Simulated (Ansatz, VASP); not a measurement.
**ZnS: VASP beside Ansatz**

```
Zn S
1.0
     3.84008    0.00000    0.00000
    -1.92004    3.32561    0.00000
     0.00000    0.00000    6.24399
Zn S
2 2
Direct
  0.33333 0.66667 0.99956
  0.66667 0.33333 0.49956
  0.33333 0.66667 0.37544
  0.66667 0.33333 0.87544
```

Change from the starting cell: biaxial_xy strain +0.9%.

Alike in both runs: task single point; functional r2SCAN; k mesh 12 × 12 × 4; no spin polarisation.

|  | VASP | Ansatz |
| --- | --- | --- |
| version | VASP 6.6.1 | Ansatz 0.2.0 |
| potentials or method | VASP PAW PBE potentials, release 64 (Zn, S) | plane waves, PAW |
| plane-wave cutoff (eV) | 520 | 500 |
| occupations | gaussian, width 0.01 eV | fixed |
| valence electrons in the cell | 36 | 36 |

|  | VASP | Ansatz | Ansatz less VASP |
| --- | --- | --- | --- |
| gap on the k mesh at the Fermi level (eV) | 2.73 | 2.72 | -0.008 |
| pressure (GPa) | -1.2 | -1.3 | -0.06 |
| largest component of the traceless stress (GPa) | 0.60 | 0.58 | -0.017 |
| rms of the force components (eV/Å) | 0.003 | 0.001 | -0.0025 |

Atom by atom the forces differ by 0.002 eV/Å (rms over components).

Caveats: the PAW data sets were made with another functional, which shifts forces and pressure a little (VASP). A k mesh can miss the band edges.
